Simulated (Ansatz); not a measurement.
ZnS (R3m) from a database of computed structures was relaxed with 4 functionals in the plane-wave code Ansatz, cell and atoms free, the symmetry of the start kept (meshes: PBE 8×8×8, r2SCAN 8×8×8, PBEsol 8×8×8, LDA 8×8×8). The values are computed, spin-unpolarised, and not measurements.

The PBE result:
```
Zn S
1.0
     1.92313    1.11032    9.44908
    -1.92313    1.11032    9.44908
     0.00000   -2.22064    9.44908
Zn S
3 3
Direct
  0.99997 0.99997 0.99997
  0.22225 0.22225 0.22225
  0.44453 0.44453 0.44453
  0.08330 0.08330 0.08330
  0.52785 0.52785 0.52785
  0.30543 0.30543 0.30543
```

The symmetry is R3m (No. 160, trigonal); a = 3.846 Å, c = 28.347 Å in the conventional setting, 20.18 Å³ an atom. Zn has 4 S at 2.36 Å; S has 4 Zn at 2.36 Å.

Problem. Order the functionals by the relaxed volume, smallest first.
A. PBE
B. r2SCAN
C. PBEsol
D. LDA

Solution. D (18.59 Å³/atom), C (19.22 Å³/atom), B (19.57 Å³/atom), A (20.18 Å³/atom).

Problem. How does the cell change with r2SCAN?

Solution. a = 3.807 Å, c = 28.065 Å; the volume differs by -3.0 % from PBE's. Zn has 4 S at 2.33–2.34 Å; Zn has 4 S at 2.33 Å (further sites aren't listed).

Problem. How does the cell change with PBEsol?

Solution. a = 3.784 Å, c = 27.900 Å; the volume differs by -4.7 % from PBE's. Zn has 4 S at 2.32 Å (further sites aren't listed).

Problem. Held at the r2SCAN cell, what mean stress do LDA and PBE find, and does its sign point to their own minimum?

Solution. Yes. LDA -3.98 GPa, and its relaxed volume is -5.0 % from r2SCAN's; PBE +2.27 GPa, and its relaxed volume is +3.1 % from r2SCAN's. Compression counts positive, so a positive stress asks for a larger cell.
